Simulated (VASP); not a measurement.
A run of VASP 6.6.1 is set up as follows.

INCAR

```
PREC = Accurate
ENCUT = 600
EDIFF = 1E-6
ISMEAR = 1
SIGMA = 0.1
LREAL = F
LASPH = T
NELM = 80
ALGO = Normal
ISIF = 3
LWAVE = F
LCHARG = F
METAGGA = R2SCAN
LMIXTAU = T
IBRION = 2
NSW = 90
EDIFFG = -0.01
KPAR = 4
```

Contents of KPOINTS:

```
regular mesh
0
Gamma
  8 8 8
```

POSCAR

```
AlPt
1.0
    4.8789320700      0.0000000000      0.0000000000
    0.0000000000      4.8789320700      0.0000000000
    0.0000000000      0.0000000000      4.8789320700
Al Pt
4 4
Direct
    0.8440321000      0.8440321000      0.8440321000
    0.6559679000      0.1559679000      0.3440321000
    0.3440321000      0.6559679000      0.1559679000
    0.1559679000      0.3440321000      0.6559679000
    0.1550630600      0.1550630600      0.1550630600
    0.3449369400      0.8449369400      0.6550630600
    0.6550630600      0.3449369400      0.8449369400
    0.8449369400      0.6550630600      0.3449369400
```

Potentials or basis: VASP PAW PBE potentials, release 64 (Al, Pt).

The run is started by

```console
$ cat potpaw_PBE.64/Al/POTCAR potpaw_PBE.64/Pt/POTCAR > POTCAR
$ mpirun -np 4 vasp_std > vasp.out
```

(1) Estimate the space group after relaxing (to 0.05 Å).

(2) Estimate the band gap on the k mesh.

Answers

(1) P2_13 (No. 198).

(2) none (metal or under the smearing width).
